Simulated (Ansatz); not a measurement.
# Be in Ansatz: the effect of functional

Crystal: Be.

```xyz
1
Lattice="2.2327 0.0000 0.0000 0.0000 2.2327 0.0000 0.0000 0.0000 2.0657" Properties=species:S:1:pos:R:3 pbc="T T T"
Be    1.1164    1.1164    0.0000
```

The cell was built by a generator and needn't be a form met in nature.

Alike in all runs:

| Quantity | Value |
| --- | --- |
| Program | Ansatz 0.2.0 |
| Task | band structure |
| Potentials or basis | Ansatz PAW |
| k mesh | 12 × 12 × 13 |
| Occupations | fermi-dirac, width 0.05 eV |
| Spin | no spin polarisation |

| functional | cutoff | pressure (GPa) |
| --- | --- | --- |
| LDA | 420 eV (not typed: the program's choice for these potentials) | ? |
| PBE | 420 eV (not typed: the program's choice for these potentials) | 0.1 |
| PBEsol | 420 eV (not typed: the program's choice for these potentials) | -0.6 |
| RPBE | 420 eV (not typed: the program's choice for these potentials) | 2.1 |
| revPBE | 420 eV (not typed: the program's choice for these potentials) | 1.8 |
| BLYP | 420 eV (not typed: the program's choice for these potentials) | 1.9 |
| r2SCAN | 500 eV (not typed: the program's choice for these potentials) | 0.0 |

What does the run with functional LDA give?

Pressure -3.3 GPa.

Caveats: the PAW data sets come from PBE, with cores solved anew for the run's functional, which leaves a small shift of forces and pressure (some runs).
